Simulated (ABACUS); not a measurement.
Crystal: NaCl.

```
Cl Na
1.0
     0.00000    2.79406    2.79406
     2.79406    0.00000    2.79406
     2.79406    2.79406    0.00000
Cl Na
1 1
Direct
  0.50000 0.50000 0.50000
  0.00000 0.00000 0.00000
```

The cell is a database's computed one.

* Program: ABACUS 3.10.1
* Task: relaxation of cell and atoms
* Functional: BLYP
* Potentials or basis: PseudoDojo NC SR 0.4.1 PBE standard
* Cutoff: 1211 eV
* Density cutoff: 4844 eV
* Basis: plane waves
* k mesh: 6 × 6 × 6
* Occupations: fermi-dirac, width 0.05 eV
* Spin: no spin polarisation

At the start: pressure 2.6 GPa; volume 21.81 Å³/atom.

Where does the relaxation end?

Over 5 steps the energy falls by 15.6 meV/atom and the volume is 23.97 Å³/atom (+9.9 %); space group Fm-3m (No. 225, to 0.05 Å).

The path:
```csv
step,energy change (eV),largest force (eV/Å),pressure (GPa),volume (Å³)
1,0.0000,0.0000,2.56,43.63
2,-0.0253,0.0000,1.00,45.95
3,-0.0310,0.0000,-0.17,48.25
4,-0.0311,0.0000,-0.06,48.03
5,-0.0312,0.0000,-0.02,47.94
```

Final structure:
```
Cl Na
1.0
     0.00000    2.88323    2.88323
     2.88323    0.00000    2.88323
     2.88323    2.88323    0.00000
Cl Na
1 1
Direct
  0.50000 0.50000 0.50000
  0.00000 0.00000 0.00000
```

Caveat: the potentials were made for another functional, which shifts forces and pressure.
